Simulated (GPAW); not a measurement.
Runs of GPAW 26.7.0 on C. Symmetry: P6_3/mmc, No. 194, hexagonal system. The conventional cell has a = 2.522 Å, b = 2.522 Å, c = 12.356 Å, α = 90.00°, β = 90.00°, γ = 120.00°. Around C (site symmetry 3m) lie 4 C at 1.54 Å. Around C (site symmetry 3m) lie 4 C at 1.54 Å. C (site symmetry 3m) has 4 C at 1.54 Å as nearest neighbours. This is a hexagonal form of diamond, not graphite.

```tsv
task	level	potentials or basis	k mesh	cutoff (eV)	smearing	maxiter	band path	band points	k mesh for the Wannier functions	dis froz max	gap on the mesh (eV)	pressure (GPa)	largest force (eV/Å)
band structure	r2SCAN	GPAW PAW data sets (gpaw-data 1.2.1), pw	8 × 8 × 2	800	fermi-dirac 0.05 eV	150	GMKGALHA,LM,KH	100	-	-	4.57	-2.7	0.35
single point	LDA	the program's PAW data sets (release 1.2.1) made for this functional, pw	10 × 10 × 2	650	fermi-dirac 0.01 eV	150	-	-	-	-	4.34	(b)	0.34
single point	LDA	the program's PAW data sets (release 1.2.1) made for this functional, pw	10 × 10 × 2	600	fermi-dirac 0.05 eV	80	-	-	-	-	4.34	-12.4	0.34
single point	PBE	GPAW PAW data sets (gpaw-data 1.2.1), pw	12 × 12 × 3	800	fermi-dirac 0.05 eV	150	-	-	-	-	4.38	1.7	0.33
band structure	PBE	GPAW PAW data sets (gpaw-data 1.2.1), pw	8 × 8 × 2	800	fermi-dirac 0.05 eV	150	GMKGALHA,LM,KH	100	-	-	(a)	1.7	0.33
single point	TB-mBJ	GPAW PAW data sets for LDA (gpaw-data 1.2.1), pw	8 × 8 × 2	800	fermi-dirac 0.05 eV	150	-	-	-	-	(c)	-	-
wannier90	BLYP	PAW data sets generated in the run's folder for this functional, pw	12 × 12 × 3	800	fermi-dirac 0.05 eV	150	GMKGALHA,LM,KH	-	4 × 4 × 3	0.5	4.67	10.9	(d)
```

Alike in all rows: no spin polarisation; cell as given.

Task: Estimate the missing entries.

Result: (a) 4.35; (b) -12.6; (c) 5.15; (d) 0.32.

Caveats: the PAW data sets were made with another functional, which shifts forces and pressure a little (some runs); the cutoff is short for stress and forces, so pressures can be off by a GPa or more (some runs); an odd mesh through Γ misses points on the zone boundary, where band edges often lie (some runs); a model potential gives levels but no total energy (some runs); the Wannier interpolation is poor (some runs).

Not every run made on this cell is shown here.
